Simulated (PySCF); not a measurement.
Computed NMR parameters against published values

Molfile (atoms numbered from 1):
```
C5H5N
     RDKit          3D

 11 11  0  0  0  0  0  0  0  0999 V2000
    0.0722    1.1856   -0.0233 C   0  0  0  0  0  0  0  0  0  0  0  0
    1.2195    0.4086    0.0031 C   0  0  0  0  0  0  0  0  0  0  0  0
    1.0771   -0.9707    0.0253 C   0  0  0  0  0  0  0  0  0  0  0  0
   -0.0950   -1.5813    0.0242 N   0  0  0  0  0  0  0  0  0  0  0  0
   -1.1852   -0.8346    0.0007 C   0  0  0  0  0  0  0  0  0  0  0  0
   -1.1604    0.5520   -0.0243 C   0  0  0  0  0  0  0  0  0  0  0  0
    0.1373    2.2644   -0.0423 H   0  0  0  0  0  0  0  0  0  0  0  0
    2.1999    0.8597    0.0067 H   0  0  0  0  0  0  0  0  0  0  0  0
    1.9415   -1.6217    0.0453 H   0  0  0  0  0  0  0  0  0  0  0  0
   -2.1220   -1.3770    0.0023 H   0  0  0  0  0  0  0  0  0  0  0  0
   -2.0795    1.1176   -0.0435 H   0  0  0  0  0  0  0  0  0  0  0  0
  1  2  2  0
  2  3  1  0
  3  4  2  0
  4  5  1  0
  5  6  2  0
  6  1  1  0
  1  7  1  0
  2  8  1  0
  3  9  1  0
  5 10  1  0
  6 11  1  0
M  END
```

- GFN2-xTB structure
- σ from GIAO-PBE0/pcSseg-1
- J: B3LYP/pcJ-1 (spin–dipole term only in couplings to heteroatoms)
- code: PySCF 2.14
- averaged over atoms made equivalent by symmetry, fast rotation or ring inversion, non-relativistic, in vacuum, single conformer

Reference values: measured (gas; Olsson, Cremer, J. Phys. Chem. 1996, 100, 16881).
```json
{"atoms": "N4", "quantity": "δ 15N vs NH3 (gas)", "reference": "346.3", "computed": "361.9"}
```

Reference values: measured (solution, acetone-d6, 298 K; Fulmer et al., Organometallics 2010, 29, 2176).
```json
{"atoms": "C3/C5", "quantity": "δ 13C", "reference": "150.7", "computed": "156.1", "computed, scaled": "149.9"}
{"atoms": "C1", "quantity": "δ 13C", "reference": "136.6", "computed": "141.4", "computed, scaled": "135.7"}
{"atoms": "C2/C6", "quantity": "δ 13C", "reference": "124.6", "computed": "128.5", "computed, scaled": "123.0"}
{"atoms": "H9/H10", "quantity": "δ 1H", "reference": "8.58", "computed": "9.00", "computed, scaled": "8.58"}
{"atoms": "H7", "quantity": "δ 1H", "reference": "7.76", "computed": "7.93", "computed, scaled": "7.57"}
{"atoms": "H8/H11", "quantity": "δ 1H", "reference": "7.35", "computed": "7.42", "computed, scaled": "7.09"}
```

Computed shifts are σ(ref) − σ with the named reference compound (TMS for H and C) calculated as an isolated molecule at the same level. The measured values may be among those fitted. Empirical linear scaling, fitted to shifts measured mostly in CDCl3 for H and C (δ vs TMS): 15N (scatter 6.3 ppm rms vs CH3NO2, solution or neat liquid); 1H (scatter 0.17 ppm rms, 0.18 ppm with the 4 outliers that the fit left out); 13C (scatter 2.1 ppm rms, 2.3 ppm with the 13 outliers that the fit left out). A few per cent of atoms miss by over 2 rms, more outside the fitted compound classes.

Coupling constants in Hz (some tables give magnitudes without signs):
```tsv
coupling	reference	computed	source
3J(C3,H10)	10.9	11.7	measured; liquid or solution; F. J. Weigert, PhD thesis, Caltech 1968 (Carbon-13 magnetic resonance spectroscopy)
1J(C2,H8)	162.5	167.7	measured; liquid or solution; F. J. Weigert, PhD thesis, Caltech 1968 (Carbon-13 magnetic resonance spectroscopy)
3J(C2,H11)	6.4	6.6	measured; liquid or solution; F. J. Weigert, PhD thesis, Caltech 1968 (Carbon-13 magnetic resonance spectroscopy)
3J(C3,C6)	13.9	13.1	measured; liquid or solution; F. J. Weigert, PhD thesis, Caltech 1968 (Carbon-13 magnetic resonance spectroscopy)
```

**Question.** How far are the unscaled 13C shifts from the references?

**Answer.** Mean signed difference +4.70 ppm, mean absolute 4.70 ppm over 3 comparisons; the largest is +5.4 ppm at C3/C5 (aromatic CH next to a ring nitrogen).

**Question.** How far are the unscaled 1H shifts from the references?

**Answer.** Mean signed difference +0.22 ppm, mean absolute 0.22 ppm over 3 comparisons; the largest is +0.42 ppm at H9/H10 (hydrogen on an aromatic CH next to a ring nitrogen).

11 of the 92 published NMR values on file for this molecule are compared. The rest: values from further sources, protons in aromatic solvents, values whose atom or origin is in doubt.

Unscaled 3J(H,H) at this level run about 10 % above measured values.
